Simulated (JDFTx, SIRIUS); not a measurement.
This is a calculation of Zr (Zirconium) for SIRIUS 7.12.0. 

The input sirius.json:

```json
{
  "control": {
    "processing_unit": "cpu",
    "verbosity": 2,
    "num_bands_to_print": 20,
    "print_forces": true,
    "print_stress": true
  },
  "parameters": {
    "electronic_structure_method": "pseudopotential",
    "xc_functionals": ["XC_LDA_X", "XC_LDA_C_PW"],
    "gk_cutoff": 8.2,
    "pw_cutoff": 16.4,
    "ngridk": [9, 9, 5],
    "shiftk": [0, 0, 0],
    "smearing": "fermi_dirac",
    "smearing_width": 0.0018374661,
    "num_bands": 20,
    "num_mag_dims": 0,
    "num_dft_iter": 100,
    "energy_tol": 1e-08,
    "density_tol": 1e-06
  },
  "iterative_solver": {
    "type": "davidson",
    "min_tolerance": 1e-10
  },
  "mixer": {
    "type": "anderson",
    "beta": 0.7,
    "max_history": 8
  },
  "settings": {
    "tol_ne": 1e-10,
    "pseudo_grid_cutoff": 6.5
  },
  "unit_cell": {
    "lattice_vectors": [
      [6.10759483479, 0.0, 0.0],
      [-3.053797417395, 5.289332282892, 0.0],
      [0.0, 0.0, 9.726420363449]
    ],
    "atom_coordinate_units": "lattice",
    "atom_types": ["Zr"],
    "atom_files": {
      "Zr": "Zr.json"
    },
    "atoms": {
      "Zr": [
        [0.6666666667, 0.3333333333, 0.75],
        [0.3333333333, 0.6666666667, 0.25]
      ]
    }
  }
}
```

Potentials or basis: PseudoDojo 0.4.1 PBE standard (scalar relativistic).

The run is started by

```console
$ upf_to_json Zr.upf
$ OMP_NUM_THREADS=1 sirius.scf --input=sirius.json --output=out.json --task=0
```

**Question.** Translate it to JDFTx 1.7.0 (patched build). Potentials or basis there: PseudoDojo-SR-LDA-0.4.1-standard with smoothed tails, cutoff 952 eV.

**Answer.** As run (cutoffs and basis follow the program's own potentials, and thresholds, step limits or extra output files can differ):

Contents of Zr.in:

```
lattice \
    3.2320000000    -1.6160000000     0.0000000000 \
    0.0000000000     2.7989941050     0.0000000000 \
    0.0000000000     0.0000000000     5.1470000000
latt-scale 1.889726124626 1.889726124626 1.889726124626
coords-type Lattice
ion Zr     0.6666666667     0.3333333333     0.7500000000 1
ion Zr     0.3333333333     0.6666666667     0.2500000000 1

ion-species pseudo/Zr.upf
elec-cutoff 35 280
elec-ex-corr lda-PW
kpoint-folding 9 9 5
elec-smearing Fermi 0.0018374661
elec-n-bands 18
electronic-SCF nIterations 100 energyDiffThreshold 1e-09
electronic-minimize nIterations 30 energyDiffThreshold 1e-7
converge-empty-states yes
forces-output-coords Cartesian

dump-name run.$VAR
dump End Ecomponents EigStats BandEigs Kpoints Forces Stress ElecDensity
```

Potentials or basis: PseudoDojo-SR-LDA-0.4.1-standard with smoothed tails.

Command:

```console
$ jdftx -c 1 -i Zr.in -o Zr.out
```

Both were run:

|  | SIRIUS | JDFTx |
| --- | --- | --- |
| Pressure | -5.9 GPa | -6.0 GPa |

SIRIUS's potentials were made for PBE.

The two programs' LDA may be different fits to the electron gas.

Pressure is positive in compression.
